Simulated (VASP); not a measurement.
Wanted: the native input for a VASP 6.6.1 run.

- Task: band structure
- Functional: LDA
- Potentials or basis: VASP PAW LDA potentials, release 64 (Tl_d, Cl)
- Cutoff: 520 eV
- k mesh: 8 × 8 × 8
- Occupations: gaussian, width 0.02 eV
- Spin: no spin polarisation
- Ladder: free
- Further INCAR settings: ALGO = Normal; EDIFF = 1e-07

TlCl:

```
CELL_PARAMETERS angstrom
3.83400 0.00000 0.00000
0.00000 3.83400 0.00000
0.00000 0.00000 3.83400
ATOMIC_POSITIONS crystal
Tl 0.00000 0.00000 0.00000
Cl 0.50000 0.50000 0.50000
```

One way to write it, as run:

POSCAR

```
TlCl
1.0
    3.8340000000      0.0000000000      0.0000000000
    0.0000000000      3.8340000000      0.0000000000
    0.0000000000      0.0000000000      3.8340000000
Tl Cl
1 1
Direct
    0.0000000000      0.0000000000      0.0000000000
    0.5000000000      0.5000000000      0.5000000000
```

INCAR.step1

```
  ALGO = Normal
  EDIFF = 1E-7
  ENCUT = 520
  ISIF = 2
  ISMEAR = 0
  LASPH = T
  LCHARG = T
  LREAL = F
  LWAVE = F
  NELM = 100
  PREC = Accurate
  SIGMA = 0.02
```

KPOINTS.step1

```
k-points
0
Gamma
  8 8 8
```

INCAR.step2

```
  ALGO = Normal
  EDIFF = 1E-7
  ENCUT = 520
  ICHARG = 11
  ISIF = 2
  ISMEAR = 0
  LASPH = T
  LCHARG = F
  LREAL = F
  LWAVE = F
  NELM = 100
  PREC = Accurate
  SIGMA = 0.05
```

KPOINTS.step2

```
path GXMGRX,MR
20
line-mode
reciprocal
 0.0000000000  0.0000000000  0.0000000000  G
 0.0000000000  0.5000000000  0.0000000000  X

 0.0000000000  0.5000000000  0.0000000000  X
 0.5000000000  0.5000000000  0.0000000000  M

 0.5000000000  0.5000000000  0.0000000000  M
 0.0000000000  0.0000000000  0.0000000000  G

 0.0000000000  0.0000000000  0.0000000000  G
 0.5000000000  0.5000000000  0.5000000000  R

 0.5000000000  0.5000000000  0.5000000000  R
 0.0000000000  0.5000000000  0.0000000000  X

 0.5000000000  0.5000000000  0.0000000000  M
 0.5000000000  0.5000000000  0.5000000000  R
```

Potentials or basis: VASP PAW LDA potentials, release 64 (Tl_d, Cl).

The run is started by

```bash
$ cat potpaw_LDA.64/Tl_d/POTCAR potpaw_LDA.64/Cl/POTCAR > POTCAR
$ cp INCAR.step1 INCAR
$ cp KPOINTS.step1 KPOINTS
$ mpirun -np 1 vasp_std > vasp.out
$ cp INCAR.step2 INCAR
$ cp KPOINTS.step2 KPOINTS
$ mpirun -np 1 vasp_std > vasp.out
```

Results of the run:

- Band gap on the k mesh: 1.84 eV, direct
- Band gap along the path: 1.84 eV, direct

Caveat: the log is that of the step along the path at fixed density, whose energy, stress, charges and moments have no meaning; spin-orbit coupling is left out, which as a rule narrows the gap of such compounds by several tenths of an eV.

It took 53 s on 1 thread of Intel(R) Xeon(R) Platinum 8259CL CPU @ 2.50GHz (Skylake/Cascade Lake) (shared host), peak memory 0.21 GiB.
